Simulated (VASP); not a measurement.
Crystal: CoO.

```
Co O
1.0
     2.82845    0.00000    0.00000
    -1.41423    2.44951    0.00000
     0.00000    0.00000    2.72172
Co O
1 1
Direct
  0.00000 0.00000 0.50000
  0.66667 0.33333 0.00000
```

The cell was built by a generator and needn't be a form met in nature.

- Program: VASP 6.6.1
- Task: relaxation of cell and atoms
- Functional: PBE
- Dispersion: MBD
- Potentials or basis: VASP PAW PBE potentials, release 64 (Co, O)
- Cutoff: 600 eV
- k mesh: 8 × 8 × 7
- Occupations: fermi-dirac, width 0.05 eV
- Spin: collinear spin, ferromagnetic start
- Starting moments: [2.0, 0.0] μB

At the start: pressure -7.0 GPa; volume 9.43 Å³/atom.

Problem. Where does the relaxation end?

Solution. Over 8 steps the energy falls by 7.8 meV/atom and the volume is 9.07 Å³/atom (-3.8 %); space group P-6m2 (No. 187, to 0.05 Å); moment 3.00 μB per cell.

Step by step:
| step | energy change (eV) | largest force (eV/Å) | pressure (GPa) | volume (Å³) |
| --- | --- | --- | --- | --- |
| 1 | 0.0000 | 0.0000 | -6.96 | 18.86 |
| 2 | -0.0068 | 0.0000 | 5.25 | 17.76 |
| 3 | -0.0141 | 0.0001 | -0.38 | 18.22 |
| 4 | -0.0140 | 0.0001 | 0.02 | 18.18 |
| 5 | -0.0149 | 0.0000 | 0.00 | 18.16 |
| 6 | -0.0151 | 0.0000 | 0.02 | 18.16 |
| 7 | -0.0155 | 0.0000 | 0.02 | 18.14 |
| 8 | -0.0156 | 0.0000 | 0.04 | 18.14 |

Final structure:
```yaml
crystal:
  lattice:
    - [2.77958, 0.00000, 0.00000]
    - [-1.38979, 2.40718, 0.00000]
    - [0.00000, 0.00000, 2.71060]
  atoms:
    - { symbol: Co, position: [0.00000, 0.00000, 0.50000] }
    - { symbol: O, position: [0.66667, 0.33333, 0.00000] }
```

Caveat: a cell with one magnetic atom can't hold antiferromagnetic order, which such compounds often take.
